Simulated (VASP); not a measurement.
# SnTe in VASP: how settings move the PBE single point

The PBE single point of zincblende SnTe, under -1.5 % biaxial strain in x and y, free along z is repeated with altered inputs. Which of them can be trusted? This is a trial cell built on a prototype, not taken from a measured structure, and it needn't be the compound's ground state.

The runs shown are made with VASP 6.6.1. PAW datasets, plane waves. No spin polarisation (in the reference) and no zero-point or thermal motion; the cell was built from a prototype and may be hypothetical.

## (1) Starting point

The cell comes from an earlier relaxation with r2SCAN in another program, then strained, with the atoms relaxed again. Some of the altered inputs switch spin polarisation on.

The symmetry is I-4m2 (No. 119, tetragonal); conventional cell a = 4.992 Å, c = 7.381 Å, 45.99 Å³ an atom. Near Sn stand 4 Te at 3.10 Å; near Te stand 4 Sn at 3.10 Å.

Structure file:

```
CELL_PARAMETERS angstrom
0.00000 3.53022 3.69033
3.53022 0.00000 3.69033
3.53022 3.53022 0.00000
ATOMIC_POSITIONS crystal
Sn 0.00000 0.00000 0.00000
Te 0.25000 0.25000 0.25000
```

## (2) Baseline

INCAR reads:

```
ENCUT = 520.000000
SIGMA = 0.020000
EDIFF = 1.00e-07
GGA = PE
PREC = Accurate
IBRION = -1
ISIF = 2
ISMEAR = -1
NBANDS = 17
NELM = 120
NSW = 0
LASPH = .TRUE.
LCHARG = .FALSE.
LWAVE = .FALSE.
LREAL = .FALSE.
```

KPOINTS reads:

```
KPOINTS created by Atomic Simulation Environment
0
Gamma
6 6 6
0 0 0
```

POSCAR reads:

```
Sn Te
 1.0000000000000000
     0.0000000000000000    3.5302242490000002    3.6903268782000000
     3.5302242490000002    0.0000000000000000    3.6903268782000000
     3.5302242490000002    3.5302242490000002    0.0000000000000000
 Sn  Te
   1   1
Cartesian
  0.0000000000000000  0.0000000000000000  0.0000000000000000
  1.7651121244999999  1.7651121244999999  1.8451634391000000
```

A file KPOINTS_OPT adds named points for the levels; it doesn't enter the self-consistent loop.

Potentials: the recommended PBE PAW datasets, 20 valence electrons.

Command:

```sh
$ mpirun -np 1 vasp_std
```

## (3) Altered input 1

INCAR reads:

```
ENCUT = 520.000000
EDIFF = 1.00e-07
GGA = PE
PREC = Accurate
IBRION = -1
ISIF = 2
NBANDS = 17
NELM = 120
NSW = 0
LASPH = .TRUE.
LCHARG = .FALSE.
LWAVE = .FALSE.
LREAL = .FALSE.
IVDW = 10
ISMEAR = -4
SIGMA = 0.005
```

KPOINTS is that of step 2.

POSCAR is that of step 2.

## (4) Altered input 2

INCAR reads:

```
ENCUT = 520.000000
SIGMA = 0.020000
EDIFF = 1.00e-07
PREC = Accurate
IBRION = -1
ISIF = 2
ISMEAR = -1
NBANDS = 17
NSW = 0
LASPH = .TRUE.
LCHARG = .FALSE.
LWAVE = .FALSE.
LREAL = .FALSE.
GGA = 91
ISPIN = 2
MAGMOM = -3 3
NELM = 66
```

KPOINTS is that of step 2.

POSCAR is that of step 2.

## (5) Altered input 3

INCAR reads:

```
ENCUT = 520.000000
EDIFF = 1.00e-07
GGA = PE
PREC = Accurate
IBRION = -1
ISIF = 2
NBANDS = 17
NSW = 0
LASPH = .TRUE.
LCHARG = .FALSE.
LWAVE = .FALSE.
LREAL = .FALSE.
ISMEAR = -5
SIGMA = 0.005
ISPIN = 2
MAGMOM = -1 -1
NELM = 97
```

KPOINTS is that of step 2.

POSCAR is that of step 2.

## (6) Altered input 4

INCAR: that of step 2 with these lines changed.

```diff
@@ -9,3 +9,2 @@
 NBANDS = 17
-NELM = 120
 NSW = 0
@@ -15 +14,6 @@
 LREAL = .FALSE.
+NELM = 55
+LDAU = .TRUE.
+LDAUTYPE = 2
+LDAUL = 2 2 2
+LDAUU = 4 4 4
```

KPOINTS is that of step 2.

POSCAR is that of step 2.

**Question.** What will these runs give? Wanted: for each run, changed; ending; energy change; pressure; electronic steps; usable.

**Answer**, as computed:

| run | changed | ending | energy change (meV/atom) | pressure (GPa) | gap on the mesh (eV; negative: overlap) | electronic steps | time | usable |
| --- | --- | --- | --- | --- | --- | --- | --- | --- |
| ref. | – | converged | 0 | 0.5 | 0.07 | 16 | 64 s | yes |
| 1 | IVDW = 10, ISMEAR = -4, SIGMA = 0.005 | converged | – | -0.4 | 0.07 | 16 | 54 s | yes |
| 2 | GGA = 91, ISPIN = 2, MAGMOM = -3 3, NELM = 66 | converged | – | 0.5 | – | 18 | 2.6 min | yes |
| 3 | ISMEAR = -5, SIGMA = 0.005, ISPIN = 2, MAGMOM = -1 -1, NELM = 97 | converged | 0.0 | 0.5 | – | 17 | 1.8 min | yes |
| 4 | LDAU = .TRUE., LDAUTYPE = 2, LDAUL = 2 2 2, LDAUU = 4 4 4 | converged | – | 0.2 | 0.08 | 14 | 40 s | no |

Of 4 altered inputs, 1 ended normally on a faulty or unsound input, 3 gave usable results.
